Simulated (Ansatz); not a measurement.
An Ansatz input and the part of its output that reports the observables at the nuclei.

The cell is a structure deposited in the COD, relaxed with PBE at fixed cell and then changed (volume scaled by 1.06, ions relaxed).

```yaml
crystal:
  lattice:
    - [0.0, 2.8822925071, 2.8822925071]
    - [2.8822925071, 0.0, 2.8822925071]
    - [2.8822925071, 2.8822925071, 0.0]
  atoms:
    - { symbol: Ga, position: [0.0, 0.0, 0.0] }
    - { symbol: As, position: [0.25, 0.25, 0.25] }
kpoints:
  mp_grid: { grid: [13, 13, 13] }
scf:
  occupations: { method: fermi_dirac, width: 0.02 }
hamiltonian:
  xc: pbe
  pseudopotentials: { kind: paw }
output:
  forces: true
  stress: true
  populations: true
  efg:
    quadrupole_moments_barn: { Ga: 0.107, As: 0.311 }
    contact_densities: true
  write_density: true
  write_potential: true
  elf: true
  volumetric_format: npy
relax:
  f_tol: 0.02
  max_steps: 60
```

```sh
ansatz run input.yaml --threads 1 --pin off --max-ram 3072MiB --backend cpu --events-out ev --progress --plain --runs-dir out
```

The run relaxes the ions first, and the block belongs to the relaxed positions.

Of the output, the block on the nuclei alone is shown; the set-up, the SCF iterations, energies, forces and stress are cut.

```
--- PAW observables at the nuclei: V_zz in 10²¹ V/m², potentials from the cell's mean, atoms counted from 1 ---
  atom   1  Ga V_zz =    +0.000000   η = 0.0000   by run symmetry: forbidden   C_q = +0.0000 MHz
            electrostatic potential = -4129.982945 V   contact ρ = 187420.068538 e/Å³
  atom   2  As V_zz =    -0.000000   η = 0.0000   by run symmetry: forbidden   C_q = -0.0000 MHz
            electrostatic potential = -4513.729330 V   contact ρ = 235495.680229 e/Å³
```

The relaxation (1 step) took 6 s of wall time (5.9 s of CPU time) and 0.5 GiB at its peak, on 1 thread of AMD EPYC 9R14 (Zen 4) (x86_64; 16 cores open to the job, memory cap 3.0 GiB, no GPU), a shared host with a load of 0.3 a core.
